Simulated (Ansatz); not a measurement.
Input and command of a plane-wave DFT calculation in Ansatz:

```yaml
crystal:
  lattice:
    - [3.2422043766, 0.0, 3.2422043766]
    - [-3.2422043766, -3.2422043766, 0.0]
    - [3.2422043766, -3.2422043766, -3.2422043766]
  atoms:
    - { symbol: Au, position: [0.3333333333, 0.6666666667, 0.8333333333] }
    - { symbol: Au, position: [0.3333333333, 0.6666666667, 0.3333333333] }
    - { symbol: Au, position: [0.0, 0.0, 0.5] }
    - { symbol: Au, position: [0.6666666667, 0.3333333333, 0.6666666667] }
    - { symbol: Au, position: [0.0, 0.0, 0.0] }
    - { symbol: Au, position: [0.6666666667, 0.3333333333, 0.1666666667] }
basis:
  ecutwfc: 420
kpoints:
  mp_grid: { grid: [12, 12, 6] }
hamiltonian:
  xc: pbesol
scf:
  occupations: { method: gaussian, width: 0.1 }
output:
  forces: true
  stress: true
  eigenvalues: true
  write_density: true
  write_potential: true
  elf: true
  volumetric_format: npy
relax:
  adjacent_minimum: "off"
  f_tol: 0.015
  max_steps: 60
  cell: { stress_tol: 0.15 }
```

```bash
ansatz run input.yaml --threads 1 --pin off --max-ram 2560MiB --backend cpu --events-out ev --progress --plain --runs-dir out
```

Processor: Intel(R) Xeon(R) Platinum 8259CL CPU @ 2.50GHz (Skylake/Cascade Lake), 1 thread, on a host shared with other jobs.

Task: Estimate time, memory and problem size.

Result: About 2.1 min on 1 thread of Intel(R) Xeon(R) Platinum 8259CL CPU @ 2.50GHz (Skylake/Cascade Lake), on a shared host, peak memory 0.78 GiB. It solves 69 bands at 100 k points (the mesh reduced by symmetry) with about 2017 plane waves (on the last cell), in 16 SCF iterations over 4 ionic steps.
